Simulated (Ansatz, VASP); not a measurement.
# BN: VASP beside Ansatz

INCAR

```
  ALGO = Normal
  EDIFF = 1E-6
  ENCUT = 520
  GGA = PE
  ISIF = 2
  ISMEAR = 0
  LASPH = T
  LCHARG = F
  LREAL = F
  LWAVE = F
  NBANDS = 11
  NELM = 100
  PREC = Accurate
  SIGMA = 0.05
```

File KPOINTS:

```
k-points
0
Gamma
  12 12 12
```

Contents of POSCAR:

```
BN
1.0
    0.0000000000      1.8855210400      1.7404809600
    1.8855210400      0.0000000000      1.7404809600
    1.8855210400      1.8855210400      0.0000000000
B N
1 1
Direct
    0.0000000000      0.0000000000      0.0000000000
    0.7500000000      0.7500000000      0.7500000000
```

Input for Ansatz:

```yaml
crystal:
  lattice:
    - [0.0, 1.88552104, 1.74048096]
    - [1.88552104, 0.0, 1.74048096]
    - [1.88552104, 1.88552104, 0.0]
  atoms:
    - { symbol: B, position: [0.0, 0.0, 0.0] }
    - { symbol: "N", position: [0.75, 0.75, 0.75] }
basis:
  ecutwfc: 420
kpoints:
  mp_grid: { grid: [12, 12, 12] }
hamiltonian:
  xc: pbe
scf:
  occupations: { method: gaussian, width: 0.05 }
output:
  forces: true
  stress: true
  eigenvalues: true
```

Change from the starting cell: strain +0.040 along x and y, -0.040 along z, atoms carried along.

Alike in both runs: task single point; functional PBE; k mesh 12 × 12 × 12; occupations gaussian, width 0.05 eV; no spin polarisation.

|  | VASP | Ansatz |
| --- | --- | --- |
| version | VASP 6.6.1 | Ansatz 0.2.0 |
| potentials or method | VASP PAW PBE potentials, release 64 (B, N) | scalar-relativistic, plane waves, PAW |
| plane-wave cutoff (eV) | 520 | 420 |
| valence electrons in the cell | 8 | 8 |

VASP gave:

| Property | Result |
| --- | --- |
| gap on the k mesh at the Fermi level (eV) | 3.15 |
| least direct gap on the mesh (eV) | 7.83 |
| pressure (GPa) | -13.4 |
| largest component of the traceless stress (GPa) | 28.03 |

Problem. What did Ansatz give for the same quantities?

Solution. gap on the k mesh at the Fermi level (eV): 3.16; least direct gap on the mesh (eV): 7.84; pressure (GPa): -13.5; largest component of the traceless stress (GPa): 28.00.

A k mesh can miss the band edges.
